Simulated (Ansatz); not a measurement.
# KNbO₃, space group P4mm: a scan of the Hubbard U

Computed with Ansatz 0.2.0 through its Python package.

Interactive session:
```pycon
>>> import ansatz as az
>>> import numpy as np
>>> from pymatgen.core import Lattice, Structure
>>> from pymatgen.io.ase import AseAtomsAdaptor
>>> def count_gap(report):
...     # lowest empty less highest filled band, counting bands; zero where they overlap
...     return max(report.get("gap_by_band_count_ev") or 0.0, 0.0)
...
>>> pmg_structure = Structure(
...     Lattice([(3.996, 0.0, 0.0), (0.0, 3.996, 0.0), (0.0, 0.0, 4.063)]),
...     ["K", "Nb", "O", "O", "O"],
...     [
...         (0.0, 0.0, 0.018),
...         (0.5, 0.5, 0.5),
...         (0.5, 0.5, 0.044),
...         (0.5, 0.0, 0.54),
...         (0.0, 0.5, 0.54),
...     ],
... )
>>> cell = az.Crystal.from_ase(AseAtomsAdaptor.get_atoms(pmg_structure))
>>> job = (
...     cell.calculation()
...     .occupations("Fixed")
...     .functional("pbe")
...     .basis(38 * az.Ry)
...     .kpoints(4)
...     .band_table()
... )
>>> rows = []
>>> for u in [2.0, 4.0, 6.0, 8.0]:
...     summary = job.hubbard("Nb", "d", u_eff=u).run(threads=1, backend="cpu").report
...     shell = summary["hubbard"]["n_scf"]
...     rows.append((u, count_gap(summary), sum(shell) / len(shell), summary["n_iterations"]))
...
>>> print("      U_eff eV  gap by band count eV  Nb d occupation (projector)      iterations")
      U_eff eV  gap by band count eV  Nb d occupation (projector)      iterations
>>> for row in rows:
...     print(f"{str(row[0]):>14s}  {row[1]:20.3f}  {row[2]:27.4f}  {row[3]:14d}")
...
           2.0                 1.784                       3.1070               9
           4.0                 2.014                       3.0236               9
           6.0                 2.284                       2.9326               9
           8.0                 2.606                       2.8333               9
>>> print("eigenvalues of the first occupation matrix at the last U, by spin:")
eigenvalues of the first occupation matrix at the last U, by spin:
>>> for channel in summary["hubbard"]["n_eig"][0]:
...     print("  ", " ".join(f"{n:.3f}" for n in channel))
...
   0.231 0.251 0.251 0.340 0.344
```

From U = 2 to 8 eV the gap on the mesh goes from 1.78 eV to 2.61 eV.

Notes:
- Spin is left out of this run.
- Semilocal gaps usually lie well under measured ones.
- The Fermi level of a run with fixed occupations marks the highest occupied state on its mesh, not mid-gap.
- The structure is a deposited one; some such entries were measured under pressure or heat, so a shift against it needn't be the functional's error alone.
- Gaps and levels are Kohn-Sham values on a finite set of k-points, without spin-orbit coupling.
- Shell occupations and the effect of U depend on the projectors; a run with no .spin step is spin-unpolarised, and each U may end in a state that isn't the lowest.
- Finished in 18 s on 1 thread of Arm Neoverse V1, on a shared host, peak memory 0.45 GiB.
